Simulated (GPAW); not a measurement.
MgS (Niningerite):

```
S Mg
1.0
     0.00000    2.60165    2.60165
     2.60165    0.00000    2.60165
     2.60165    2.60165    0.00000
S Mg
1 1
Cartesian
  2.6016 2.6016 2.6016
  0.0000 0.0000 0.0000
```

Base run:

| Property | Result |
| --- | --- |
| Program | GPAW 26.7.0 |
| Functional | TB-mBJ |
| Potentials or basis | GPAW PAW data sets for LDA (gpaw-data 1.2.1) |
| Cutoff | 800 eV |
| Basis | pw |
| k mesh | 7 × 7 × 7 |
| Occupations | fermi-dirac, width 0.05 eV |
| Spin | no spin polarisation |

Its results: band gap on the k mesh 4.09 eV, indirect (least direct gap 5.09 eV).

Problem. The run is repeated on the same cell with these changes: functional from TB-mBJ to r2SCAN; potentials or basis from GPAW PAW data sets for LDA (gpaw-data 1.2.1) to GPAW PAW data sets (gpaw-data 1.2.1), newer versions; cutoff from 800 eV to 650 eV. What comes out?

Solution. Band gap on the k mesh 3.70 eV, indirect (least direct gap 4.65 eV).

Caveats: an odd mesh through Γ misses points on the zone boundary, where band edges often lie; a model potential gives levels but no total energy (some runs).

Not every run made on this cell is shown here.
